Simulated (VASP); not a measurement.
# Ta (P6_3/mmc) in VASP: reference runs

Aim: a first look at Ta with PBEsol, on the cell as given and on a disturbed one.

All numbers are computed with VASP 6.6.1; they aren't measurements. Logs are shortened: lines on timing, memory, paths and dates and some standing lists are left out, and cuts for length are marked.

## Step 1: Starting point

The structure is hexagonal, space group P6_3/mmc (No. 194). The conventional cell has a = 2.900 Å, b = 2.900 Å, c = 5.166 Å, α = 90.00°, β = 90.00°, γ = 120.00°. Ta (site symmetry -6m2) is surrounded by 12 Ta at 2.90 to 3.08 Å.

This isn't the form of Ta at room conditions, which is bcc.

## Step 2: Single point, PBEsol

Input file INCAR:

```
ALGO     = Normal         # electronic algorithm
EDIFF    = 1E-7           # SCF threshold, eV
ENCUT    = 520            # plane-wave cutoff, eV
GGA      = PS             # functional
ISIF     = 2              # what is computed and relaxed
ISMEAR   = -1             # smearing method
LASPH    = True           # aspherical terms in the spheres
LCHARG   = False          # write CHGCAR
LREAL    = False          # projectors in reciprocal space
LWAVE    = False          # write WAVECAR
NBANDS   = 18             # bands
NELM     = 100            # most SCF steps
PREC     = Accurate       # precision mode
SIGMA    = 0.05           # smearing width, eV
```

Input file KPOINTS:

```
k-points
0
Gamma
  11 11 5
```

Input file POSCAR:

```
Ta
1.0
    2.9003720726      0.0000000000      0.0000000000
   -1.4501860363      2.5117958953      0.0000000000
    0.0000000000      0.0000000000      5.1662740000
Ta
2
Direct
    0.3333333333      0.6666666667      0.2500000000
    0.6666666667      0.3333333333      0.7500000000
```

Potentials or basis: VASP PAW PBE potentials, release 64 (Ta_pv).

Command:

```
$ cat potpaw_PBE.64/Ta_pv/POTCAR > POTCAR
$ mpirun -np 1 vasp_std > vasp.out
```

OUTCAR:

```text
EDIFF = 1E-7
   ENCUT = 520
   GGA = PS
   ISIF = 2
   ISMEAR = -1
   LASPH = True
   LREAL = False
   NELM = 100
   PREC = Accurate

 ion  position               nearest neighbor table
   1  0.333  0.667  0.250-   2 3.08   2 3.08   2 3.08   2 3.08   2 3.08   2 3.08
   2  0.667  0.333  0.750-   1 3.08   1 3.08   1 3.08   1 3.08   1 3.08   1 3.08

  LATTYP: Found a hexagonal cell.
 ALAT       =     2.9003720726
 C/A-ratio  =     1.7812452577

  Lattice vectors:

 A1 = (   2.9003720726,   0.0000000000,   0.0000000000)
 A2 = (  -1.4501860363,   2.5117958953,   0.0000000000)
 A3 = (   0.0000000000,   0.0000000000,   5.1662740000)

Analysis of symmetry for initial positions (statically):
=====================================================================
 Subroutine PRICEL returns:
 Original cell was already a primitive cell.

 Routine SETGRP: Setting up the symmetry group for a
 hexagonal supercell.

 Subroutine GETGRP returns: Found 24 space group operations
 (whereof 12 operations were pure point group operations)
 out of a pool of 24 trial point group operations.

The static configuration has the point symmetry D_3d.
 The point group associated with its full space group is D_6h.

Analysis of symmetry for dynamics (positions and initial velocities):
=====================================================================
 Subroutine PRICEL returns:
 Original cell was already a primitive cell.

 Routine SETGRP: Setting up the symmetry group for a
 hexagonal supercell.

 Subroutine GETGRP returns: Found 24 space group operations
 (whereof 12 operations were pure point group operations)
 out of a pool of 24 trial point group operations.

The dynamic configuration has the point symmetry D_3d.
 The point group associated with its full space group is D_6h.

 Subroutine INISYM returns: Found 24 space group operations
 (whereof 12 operations are pure point group operations),
 and found     1 'primitive' translations

----------------------------------------------------------------------------------------

                                     Primitive cell

  volume of cell :      37.6370

  direct lattice vectors                    reciprocal lattice vectors
     2.900372073  0.000000000  0.000000000     0.344783350  0.199060760  0.000000000
    -1.450186036  2.511795895  0.000000000     0.000000000  0.398121520  0.000000000
     0.000000000  0.000000000  5.166274000     0.000000000  0.000000000  0.193563098

[... 82 lines left out ...]
   NELM   =    100;   NELMIN=  2; NELMDL= -5     # of ELM steps
   EDIFF  = 0.1E-06   stopping-criterion for ELM
   LREAL  =      F    real-space projection
   EDIFFG = 0.1E-05   stopping-criterion for IOM
   NSW    =      0    number of steps for IOM
   IBRION =     -1    ionic relax: 0-MD 1-quasi-New 2-CG
   NFREE  =      0    steps in history (QN), initial steepest desc. (CG)
   ISIF   =      2    stress and relaxation
   ISYM   =      2    0-nonsym 1-usesym 2-fastsym
   POTIM  = 0.5000    time-step for ionic-motion
   TEBEG  =    0.0;   TEEND  =   0.0 temperature during run
   PSTRESS=    0.0 pullay stress
   NELECT =      22.0000    total number of electrons
   NUPDOWN=      -1.0000    fix difference up-down
   EMIN   =  10.00;   EMAX   =-10.00  energy-range for DOS
   EFERMI =   0.00;   METHOD = LEGACY
   ISMEAR =    -1;   SIGMA  =   0.05  broadening in eV -4-tet -1-fermi 0-gaus
   EFERMI_NEDOS =   21; number of points for ismear=-14 and -15
   IALGO  =     38    algorithm
   IMIX   =      4    mixing-type and parameters
     AMIX     =   0.40;   BMIX     =  1.00
     AMIX_MAG =   1.60;   BMIX_MAG =  1.00
  volume/ion in A,a.u.               =      18.82       126.99
  Fermi-wavevector in a.u.,A,eV,Ry     =   1.368812  2.586680 25.492516  1.873647
  Thomas-Fermi vector in A             =   2.494743
   LORBIT       =      0    0 simple, 1 ext, 2 COOP (PROOUT), +10 PAW based schemes
   GGA     = PS    functional components
   LHFCALC =     F    Hartree Fock is set to
   AEXX    =    0.0000 exact exchange contribution
   IVDW    =     0    specifies the selected vdW correction
   LEPSILON=     F    determine dielectric tensor
   LRPA    =     F    only Hartree local field effects (RPA)
 non-spin polarized calculation
  energy-cutoff  :      520.00
  volume of cell :       37.64
 maximum number of plane-waves:      1039
 NGX is ok and might be reduce to    24
   NGX = 11   NGY = 11   NGZ = 19

 number of electron      22.0000003 magnetization

 Free energy of the ion-electron system (eV)
  ---------------------------------------------------
  ext. energy  EPLUGINS =         0.00000000
  ---------------------------------------------------
  free energy    TOTEN  =       -24.50269034 eV

  energy without entropy =      -24.48380305  energy(sigma->0) =      -24.49324669

 E-fermi :   5.4172     XC(G=0): -12.4923

 val. band max:        5.4105699382   @ k =   0.3636  -0.0000   0.0000
 cond. band min:       5.4463184247   @ k =   0.2727   0.1818   0.2000
 fundamental gap:      0.0357484865
 Fermi energy:         5.4171743390

 k-point     1 :       0.0000    0.0000    0.0000
  band No.  band energies     occupation
      1     -29.1195      2.00000
      2     -28.3056      2.00000
      3     -28.1872      2.00000
      4     -28.1872      2.00000
      5     -28.1051      2.00000
      6     -28.1051      2.00000
[... 481 lines left out ...]
      5     -28.3073      2.00000
      6     -28.2363      2.00000
[... 10 lines left out ...]
     17      10.4182      0.00000
     18      12.0669      0.00000

 [... further k-points ...]

------------------------ aborting loop because EDIFF is reached ----------------------------------------

  FORCE on cell =-STRESS in cart. coord.  units (eV):
  Direction    XX          YY          ZZ          XY          YZ          ZX
  --------------------------------------------------------------------------------------
  -------------------------------------------------------------------------------------
  Total       -1.8500994     -1.8500994     -1.4023460      0.0000000     -0.0000000     -0.0000000
  in kB      -78.7571768    -78.7571768    -59.6966927      0.0000000     -0.0000000     -0.0000000
  external PRESSURE =     -72.4036821 kB  Pullay stress =       0.0000000 kB

 VOLUME and BASIS-vectors are now :
 -----------------------------------------------------------------------------
  energy-cutoff  :      520.00
  volume of cell :       37.64
      direct lattice vectors                 reciprocal lattice vectors
     2.900372073  0.000000000  0.000000000     0.344783350  0.199060760  0.000000000
    -1.450186036  2.511795895  0.000000000     0.000000000  0.398121520  0.000000000
     0.000000000  0.000000000  5.166274000     0.000000000  0.000000000  0.193563098

 POSITION                                       TOTAL-FORCE (eV/Angst)
 -----------------------------------------------------------------------------------
     -0.00000      1.67453      1.29157         0.000000     -0.000000      0.000000
      1.45019      0.83727      3.87471        -0.000000      0.000000      0.000000
 -----------------------------------------------------------------------------------
    total drift:                               -0.000000      0.000000     -0.000000

  FREE ENERGIE OF THE ION-ELECTRON SYSTEM (eV)
  ---------------------------------------------------
  free  energy   TOTEN  =       -24.5026903360 eV

  energy  without entropy=      -24.4838030486  energy(sigma->0) =      -24.49324669
```

It took 40 s on 1 thread of AMD EPYC 7R43 (Zen 3), shared host; peak memory 0.14 GiB.

Results:

| Property | Result |
| --- | --- |
| Free energy | -24.5027 eV |
| Pressure | -7.2 GPa |
| Band gap on the k mesh | none (metal or under the smearing width) |

Levels at points of the mesh, in eV from the Fermi level:
```csv
k point,band 7,band 8,band 9,band 10,band 11,band 12,band 13,band 14,band 15,band 16
"(0.00, 0.00, 0.00)",-8.20,-4.92,-0.58,-0.13,0.58,0.58,1.14,1.14,2.93,2.93
```

Caveat: the PAW data sets were made with another functional, which shifts forces and pressure a little. The run has no spin-orbit coupling, so splittings on Ta are missing.

## Step 3: Single point, PBEsol (atoms moved at random, drawn with an rms of 0.05 Å)

INCAR is that of step 2.

KPOINTS is that of step 2.

Input file POSCAR:

```
Ta
1.0
    2.9003720726      0.0000000000      0.0000000000
   -1.4501860363      2.5117958953      0.0000000000
    0.0000000000      0.0000000000      5.1662740000
Ta
2
Direct
    0.3303170000      0.6724740000      0.2428560000
    0.6626000000      0.3249700000      0.7592610000
```

Potentials or basis: VASP PAW PBE potentials, release 64 (Ta_pv).

Command:

```
$ cat potpaw_PBE.64/Ta_pv/POTCAR > POTCAR
$ mpirun -np 1 vasp_std > vasp.out
```

Wall time 4.3 min (1 thread of AMD EPYC 7R43 (Zen 3), shared host); peak memory 0.26 GiB.

Results (log left out):

```yaml
Free_energy: -24.4661 eV
Pressure: -6.7 GPa
Largest_force: 0.892 eV/Å
Band_gap_on_the_k_mesh: none (metal or under the smearing width)
```

Forces in eV/Å, atoms in the order of the input:
```
Ta  -0.023  0.040  0.891
Ta   0.023 -0.040 -0.891
```

Stress tensor (GPa, compression positive):
```
-8.14  0.29 -0.07
 0.29 -6.79  0.14
-0.07  0.14 -5.08
```

Levels at points of the mesh, in eV from the Fermi level:
| k point | band 7 | band 8 | band 9 | band 10 | band 11 | band 12 | band 13 | band 14 | band 15 | band 16 |
| --- | --- | --- | --- | --- | --- | --- | --- | --- | --- | --- |
| (0.00, 0.00, 0.00) | -8.20 | -4.93 | -0.64 | -0.03 | 0.53 | 0.58 | 1.09 | 1.14 | 2.85 | 3.02 |

Caveat: the PAW data sets were made with another functional, which shifts forces and pressure a little. Spin-orbit coupling is left out, which matters for the levels of Ta.
